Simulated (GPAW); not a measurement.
# AlN (F-43m) in GPAW: convergence with broadening (eV)

Aim: find how far broadening (eV) must go before the results for AlN settle, at PBE. This setting moves, with any that are tied to it; all else stays.

All numbers are computed with GPAW 26.7.0; they aren't measurements. Logs are shortened: lines on timing, memory, paths and dates and some standing lists are left out, and cuts for length are marked. The log counts tension as positive stress, the text compression.

## (1) The crystal as given

Symmetry: F-43m, No. 216, cubic system. Conventional cell: a = 4.368 Å, b = 4.368 Å, c = 4.368 Å, α = 90.00°, β = 90.00°, γ = 90.00°. Al (site symmetry -43m) has 4 N at 1.89 Å as nearest neighbours. N (site symmetry -43m) is surrounded by 4 Al at 1.89 Å.

Measurements of this composition are mostly on another form, of space group No. 186.

## (2) With broadening (eV) 0.05

run.py

```python
import json
import numpy as np
from ase.dft.bandgap import bandgap
from ase.io import write
from ase.spacegroup import crystal
from gpaw import GPAW, PW
from gpaw.response.g0w0 import G0W0

# Al 4a
# N 4d
atoms = crystal(['Al', 'N'],
                basis=[[0.0, 0.0, 0.0],
                       [0.25, 0.25, 0.75]],
                spacegroup=216, setting=1,  # F-43m
                cellpar=[4.36798712, 4.36798712, 4.36798712, 90.0, 90.0, 90.0],
                primitive_cell=True)

calc = GPAW(mode=PW(600),
            xc='PBE',
            kpts={'size': (5, 5, 5), 'gamma': True},
            occupations={'name': 'fermi-dirac', 'width': 0.001},
            nbands=11,
            convergence={'density': 1e-06},
            maxiter=150,
            txt='gpaw.txt')
atoms.calc = calc
energy = atoms.get_potential_energy()
calc.write('gs.gpw')
write('result.traj', atoms)
print(f'Energy: {energy:.6f} eV')
print('Fermi level:', round(calc.get_fermi_level(), 4), 'eV')
print(f'Gap: {bandgap(calc)[0]:.4f} eV, direct: {bandgap(calc, direct=True)[0]:.4f} eV')

calc.diagonalize_full_hamiltonian(nbands=37)
calc.write('full.gpw', mode='all')

ibz = calc.get_ibz_k_points()
gap, vbm, cbm = bandgap(calc, output=None)
gap, direct, _ = bandgap(calc, direct=True, output=None)
gamma = int(np.abs(ibz).sum(1).argmin())
kpts = sorted({gamma, vbm[1], cbm[1], direct[1]})
gw = G0W0(calc='full.gpw',
          filename='gw',
          ecut=80,
          ecut_extrapolation=False,
          relbands=(-1, 1),
          kpts=kpts,
          integrate_gamma='WS',
          nbands=33,
          frequencies={'type': 'nonlinear', 'domega0': 0.05, 'omega2': 10},
          eta=0.05)
gw.calculate()
results = {mode: {key: np.asarray(r[key]).tolist() for key in ['f', 'eps', 'vxc', 'exx', 'sigma', 'Z', 'qp', 'sigma_eskn']}
           for mode, r in gw.all_results.items()}
json.dump({'kpts': ibz[kpts].tolist(), 'results': results}, open('gw.json', 'w'))
for mode, r in results.items():
    f, qp = np.array(r['f']), np.array(r['qp'])
    print(mode, 'quasiparticle energies (eV):')
    print(qp.round(3))
    print(mode, 'gap:', round(qp[f < 0.5].min() - qp[f > 0.5].max(), 4), 'eV')
```

Potentials or basis: GPAW PAW data sets (gpaw-data 1.2.1), pw.

Run with:

```sh
$ OMP_NUM_THREADS=1 python run.py
```

gpaw.txt:

```text
__  _  _
 | _ |_)|_||  |
 |__||  | ||/\| - 26.7.0

Input parameters:
  mode=PW(ecut=600.0),
  convergence={'density': 1e-06},
  kpts=MonkhorstPack(size=(5, 5, 5), gamma=True),
  maxiter=150,
  nbands=11,
  occupations=Occupations(name='fermi-dirac', width=0.001),
  xc=XC(name='PBE')

Diagonalizing LCAO Hamiltonian
Converting LCAO to pw mode

                 N

       Al

Atoms  # Å, Bohr magnetons
|   | symbol |        x |        y |        z |    initial magnetic moments |
|---|--------|----------|----------|----------|-----------------------------|
| 0 |     Al | 0.000000 | 0.000000 | 0.000000 | ( 0.0000,  0.0000,  0.0000) |
| 1 |      N | 3.275990 | 3.275990 | 3.275990 | ( 0.0000,  0.0000,  0.0000) |

Unit cell  # Å
| periodic |        x |        y |        z |  lengths |    angles |
|----------|----------|----------|----------|----------|-----------|
|      yes | 0.000000 | 2.183994 | 2.183994 | 3.088633 | 60.000000 |
|      yes | 2.183994 | 0.000000 | 2.183994 | 3.088633 | 60.000000 |
|      yes | 2.183994 | 2.183994 | 0.000000 | 3.088633 | 60.000000 |

Number of symmetries: 24
Symmetry operations  # r_c * U_cc + t_c -> r_c
|    | kind |            matrix            |
|----|------|------------------------------|
|  0 |  E   |  1, 0, 0,  0, 1, 0,  0, 0, 1 |
|  1 |  σ   |  1, 0, 0,  0, 0, 1,  0, 1, 0 |
|  2 |  σ   |  1, 0,-1,  0, 1,-1,  0, 0,-1 |
|  3 |  C3  |  1, 0,-1,  0, 0,-1,  0, 1,-1 |
|  4 |  C3  |  1,-1, 0,  0,-1, 1,  0,-1, 0 |
|  5 |  σ   |  1,-1, 0,  0,-1, 0,  0,-1, 1 |
|  6 |  σ   |  0, 1, 0,  1, 0, 0,  0, 0, 1 |
|  7 |  C3  |  0, 1, 0,  0, 0, 1,  1, 0, 0 |
|  8 |  C2  |  0, 1,-1,  1, 0,-1,  0, 0,-1 |
|  9 |  S4  |  0, 1,-1,  0, 0,-1,  1, 0,-1 |
| 10 |  C3  |  0, 0, 1,  1, 0, 0,  0, 1, 0 |
| 11 |  σ   |  0, 0, 1,  0, 1, 0,  1, 0, 0 |
| 12 |  S4  |  0, 0,-1,  1, 0,-1,  0, 1,-1 |
| 13 |  C3  |  0, 0,-1,  0, 1,-1,  1, 0,-1 |
| 14 |  S4  |  0,-1, 1,  1,-1, 0,  0,-1, 0 |
| 15 |  C2  |  0,-1, 1,  0,-1, 0,  1,-1, 0 |
| 16 |  C3  |  0,-1, 0,  1,-1, 0,  0,-1, 1 |
| 17 |  S4  |  0,-1, 0,  0,-1, 1,  1,-1, 0 |
| 18 |  S4  | -1, 1, 0, -1, 0, 1, -1, 0, 0 |
| 19 |  C3  | -1, 1, 0, -1, 0, 0, -1, 0, 1 |
| 20 |  C3  | -1, 0, 1, -1, 1, 0, -1, 0, 0 |
| 21 |  S4  | -1, 0, 1, -1, 0, 0, -1, 1, 0 |
| 22 |  σ   | -1, 0, 0, -1, 1, 0, -1, 0, 1 |
| 23 |  C2  | -1, 0, 0, -1, 0, 1, -1, 1, 0 |

BZ-sampling:
  Number of BZ points: 125
  Number of IBZ points: 10

  Monkhorst-Pack size: [5, 5, 5]
  Monkhorst-Pack shift: [0, 0, 0]

K-points  # in reciprocal-cell coordinates
|   |                                coordinates |     weight |
|---|--------------------------------------------|------------|
| 0 | (  0.00000000,   0.00000000,   0.00000000) | 0.00800000 |
| 1 | (  0.20000000,   0.20000000,   0.00000000) | 0.04800000 |
| 2 | (  0.20000000,   0.20000000,   0.20000000) | 0.06400000 |
| 3 | (  0.40000000,   0.20000000,  -0.20000000) | 0.19200000 |
| 4 | (  0.40000000,   0.20000000,   0.20000000) | 0.09600000 |
| 5 | (  0.40000000,   0.40000000,  -0.40000000) | 0.19200000 |
| 6 | (  0.40000000,   0.40000000,  -0.20000000) | 0.09600000 |
| 7 | (  0.40000000,   0.40000000,   0.00000000) | 0.04800000 |
| 8 | (  0.40000000,   0.40000000,   0.20000000) | 0.19200000 |
| 9 | (  0.40000000,   0.40000000,   0.40000000) | 0.06400000 |

Plane wave coefficients: 725
Cutoff: 600.0 eV

Spin-components: 1 (collinear spins)
Bands:           11
Projectors:      10
Spin-degeneracy: 2
Datatype:        complex128

Density:
  Valence electrons: 8.0
  Components: 1
  Grid points: [18 18 18]
  Charge: 0.0  # |e|

Potential:
  Grid points: [18 18 18]

species:
  Al:
    name:    Aluminium
    Z:       13.0
    valence: 3
    core:    10
    charge:  0.0  # [|e|]
    compensation charges:
      type: gauss
      rc: 0.34  # [Å]
      lmax: 2
    cutoffs:
      filter: 1.91  # [Å]
      core: 2.36  # [Å]
    projectors
    | kind |    occ | energy [eV] | rcut [Å] |
    |------|--------|-------------|----------|
    |   3s |  2.000 |      -7.753 |    1.085 |
    |   3p |  1.000 |      -2.712 |    1.085 |
    |    s |        |      19.459 |    1.085 |
    |    p |        |      24.499 |    1.085 |
    |    d |        |       0.000 |    1.085 |

    Using partial waves for Al as LCAO basis

  N:
    name:    Nitrogen
    Z:       7.0
    valence: 5
    core:    2
    charge:  0.0  # [|e|]
    compensation charges:
      type: gauss
      rc: 0.18  # [Å]
      lmax: 2
    cutoffs:
      filter: 1.11  # [Å]
      core: 0.96  # [Å]
    projectors
    | kind |    occ | energy [eV] | rcut [Å] |
    |------|--------|-------------|----------|
    |   2s |  2.000 |     -18.583 |    0.603 |
    |   2p |  3.000 |      -7.089 |    0.529 |
    |    s |        |       8.629 |    0.603 |
    |    p |        |      20.123 |    0.529 |
    |    d |        |       0.000 |    0.577 |

    Using partial waves for N as LCAO basis

Reference energy: -8085.144769  # eV

eigensolver:
  PPCG
  Converge bands: occupied
  niter=2

density mixing:
  MSR1-Mixer
  Pratt-step length: 0.05
  Maximum mixing coefficient: 0.75
  Old densities: 10
  SVD Regularization: 0.005
  Good broyden scale: 1.0
  Trust region scale: 1.0
  Backstep threshold: 4.0
  History deletion threshold: 6.0
  Fourier metric: weight=20.0, sigma=0.015

occupation numbers:
  Fermi-Dirac:
    width: 0.0010  # eV

poisson solver:
  ecut: 4800.0  # eV

xc functional:
  name: PBE with 2 nearest neighbor stencil

convergence criteria:
- Maximum integral of absolute [dens]ity change: 1e-06 electrons / valence electron
- Maximum [total energy] change in last 3 cyles: 0.0005 eV / valence electron
- Maximum integral of absolute [eigenst]ate change: 4e-08 eV^2 / valence electron
maximum number of iterations: 150

SCF iterations
|iter     | |      energy | eigst |  dens |
|---------|-|-------------|-------|-------|
|iter:   1| |  -16.609341 | -0.30 |       |
|iter:   2| |  -16.095494 | -2.26 | -0.55 |
|iter:   3| |  -14.615116 | -0.92 | -0.60 |
|iter:   4| |  -14.626190 | -3.05 | -1.25 |
|iter:   5| |  -14.632393 | -3.41 | -1.54 |
|iter:   6| |  -14.632450 | -5.43 | -2.76 |
|iter:   7| |  -14.632463c| -6.38 | -3.13 |
|iter:   8| |  -14.632463c| -8.62c| -4.41 |
|iter:   9| |  -14.632463c| -8.18c| -4.92 |
|iter:  10| |  -14.632463c| -9.67c| -5.94 |
|iter:  11| |  -14.632463c|-10.79c| -6.51c|

Converged in 11 steps
Energy contributions relative to reference atoms: (reference = -8085.144769)

Energy contributions:
  Kinetic:          16.818426
  Coulomb:         -14.189803
  Zero:             -0.018256
  External:          0.000000
  Xc:              -17.242830
  Entropy:          -0.000000
  Spinorbit:         0.000000
  ----------------------------
  Free energy:     -14.632463
  Extrapolated:    -14.632463

dipole moment: (-6.262675, -6.262675, -6.262675)  # |e|*Ang

Fermi level: 6.435
Eigenvalues  # (at kpt = [0.000, 0.000, 0.000])
| band index |      eig [eV] | occ [0-2] |
|------------|---------------|-----------|
|          0 |        -9.014 |     2.000 |
|          1 |         5.992 |     2.000 |
|          2 |         5.992 |     2.000 |
|          3 |         5.992 |     2.000 |
|          4 |        10.173 |     0.000 |
|          5 |        18.549 |     0.000 |
|          6 |        18.549 |     0.000 |
|          7 |        18.549 |     0.000 |
|          8 |        23.677 |     0.000 |
|          9 |        24.050 |     0.000 |
|         10 |        25.112 |     0.000 |

Gap: 3.882 eV
Transition (v -> c):
  (s=0, k=0, n=3, [0.00, 0.00, 0.00]) -> (s=0, k=7, n=4, [0.40, 0.40, 0.00])
Direct/indirect transitions are different
Direct gap: 4.181 eV
Transition at: (s=0, k=0, n=3, [0.00, 0.00, 0.00])
# Writing to gs.gpw (mode='')

Matrix size: 725x725
# Writing to full.gpw (mode='all')
```

Wall time 25 s (1 thread of Arm Neoverse V2, shared host); peak memory 0.28 GiB.

Results:

```
Free energy                              : -14.6325 eV
Band gap on the k mesh, mean-field level : 3.88 eV, indirect (least direct gap 4.18 eV)
Quasiparticle gap                        : 5.03 eV
Least direct quasiparticle gap           : 5.61 eV
```

## (3) With broadening (eV) 0.1

Edit run.py of step 2 so:

```diff
@@ -50,3 +50,3 @@
           frequencies={'type': 'nonlinear', 'domega0': 0.05, 'omega2': 10},
-          eta=0.05)
+          eta=0.1)
 gw.calculate()
```

Potentials or basis: GPAW PAW data sets (gpaw-data 1.2.1), pw.

Run with:

```sh
$ OMP_NUM_THREADS=1 python run.py
```

Wall time 25 s (1 thread of Arm Neoverse V2, shared host); peak memory 0.28 GiB.

The run converged. Its results:

| Property | Result |
| --- | --- |
| Free energy | -14.6325 eV |
| Band gap on the k mesh, mean-field level | 3.88 eV, indirect (least direct gap 4.18 eV) |
| Quasiparticle gap | 5.01 eV |
| Least direct quasiparticle gap | 5.60 eV |

## (4) With broadening (eV) 0.2

Edit run.py of step 3 so:

```diff
@@ -50,3 +50,3 @@
           frequencies={'type': 'nonlinear', 'domega0': 0.05, 'omega2': 10},
-          eta=0.1)
+          eta=0.2)
 gw.calculate()
```

Run with:

```sh
$ OMP_NUM_THREADS=1 python run.py
```

It took 25 s on 1 thread of Arm Neoverse V2, shared host; peak memory 0.28 GiB.

Results (log left out):

```yaml
Free_energy: -14.6325 eV
Band_gap_on_the_k_mesh_mean-field_level: 3.88 eV, indirect (least direct gap 4.18 eV)
Quasiparticle_gap: 5.00 eV
Least_direct_quasiparticle_gap: 5.60 eV
```

## (5) With broadening (eV) 0.3

Edit run.py of step 4 so:

```diff
@@ -50,3 +50,3 @@
           frequencies={'type': 'nonlinear', 'domega0': 0.05, 'omega2': 10},
-          eta=0.2)
+          eta=0.3)
 gw.calculate()
```

Run with:

```sh
$ OMP_NUM_THREADS=1 python run.py
```

Run time: 26 s. Hardware: 1 thread of Arm Neoverse V2, shared host; peak memory 0.28 GiB.

Results (log left out):

| Quantity | Value |
| --- | --- |
| Free energy | -14.6325 eV |
| Band gap on the k mesh, mean-field level | 3.88 eV, indirect (least direct gap 4.18 eV) |
| Quasiparticle gap | 5.01 eV |
| Least direct quasiparticle gap | 5.60 eV |

## (6) With broadening (eV) 0.5

Edit run.py of step 5 so:

```diff
@@ -50,3 +50,3 @@
           frequencies={'type': 'nonlinear', 'domega0': 0.05, 'omega2': 10},
-          eta=0.3)
+          eta=0.5)
 gw.calculate()
```

Potentials or basis: GPAW PAW data sets (gpaw-data 1.2.1), pw.

Run with:

```sh
$ OMP_NUM_THREADS=1 python run.py
```

It took 25 s on 1 thread of Arm Neoverse V2, shared host; peak memory 0.28 GiB.

It converged, with:

```yaml
Free_energy: -14.6325 eV
Band_gap_on_the_k_mesh_mean-field_level: 3.88 eV, indirect (least direct gap 4.18 eV)
Quasiparticle_gap: 5.01 eV
Least_direct_quasiparticle_gap: 5.61 eV
```

## (7) The series at a glance

```
broadening (eV)  quasiparticle gap at the points computed (eV)  SCF cycles  CPU time (s)  peak memory (GiB)
           0.05                                          5.026          11            25               0.28
            0.1                                          5.008          11            25               0.28
            0.2                                          5.003          11            25               0.28
            0.3                                          5.005          11            26               0.28
            0.5                                          5.014          11            25               0.28
```

Against the tightest run, the quasiparticle gap at the points computed stays within 0.05 eV from 0.05 on. The tightest run that finished is the yardstick and may itself not be fully converged.

Caveats: all runs use coarse meshes; the quasiparticle gap is taken among the few k points that were corrected; the long-wavelength limit can be off by a per cent or two; an odd mesh through Γ misses points on the zone boundary, where band edges often lie.
